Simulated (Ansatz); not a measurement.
Crystal: MoP.

```
Mo P
1.0
     3.22300    0.00000    0.00000
    -1.61150    2.79120    0.00000
     0.00000    0.00000    3.19100
Mo P
1 1
Direct
  0.00000 0.00000 0.00000
  0.33333 0.66667 0.50000
```

Base run:

| Quantity | Value |
| --- | --- |
| Program | Ansatz 0.2.0 |
| Functional | r2SCAN |
| Potentials or basis | Ansatz PAW |
| Cutoff | 500 eV (not typed: the program's choice for these potentials) |
| k mesh | 10 × 10 × 8 |
| Occupations | fermi-dirac, width 0.05 eV |
| Spin | no spin polarisation |

Its results: band gap on the k mesh none (metal or under the smearing width); pressure 0.7 GPa.

After a change of settings the same cell gave: band gap on the k mesh none (metal or under the smearing width); pressure -7.4 GPa. Which change was it?
A. functional from r2SCAN to BLYP; cutoff from 500 eV (not typed: the program's choice for these potentials) to 420 eV (not typed: the program's choice for these potentials)
B. functional from r2SCAN to RPBE; cutoff from 500 eV (not typed: the program's choice for these potentials) to 420 eV (not typed: the program's choice for these potentials); occupations from fermi-dirac, width 0.05 eV to gaussian, width 0.02 eV
C. functional from r2SCAN to RPBE; cutoff from 500 eV (not typed: the program's choice for these potentials) to 420 eV (not typed: the program's choice for these potentials)
D. functional from r2SCAN to LDA; cutoff from 500 eV (not typed: the program's choice for these potentials) to 420 eV (not typed: the program's choice for these potentials)

D.

Caveats: the PAW data sets come from PBE, with cores solved anew for the run's functional, which leaves a small shift of forces and pressure.

Runs at the PBE level aren't shown here.
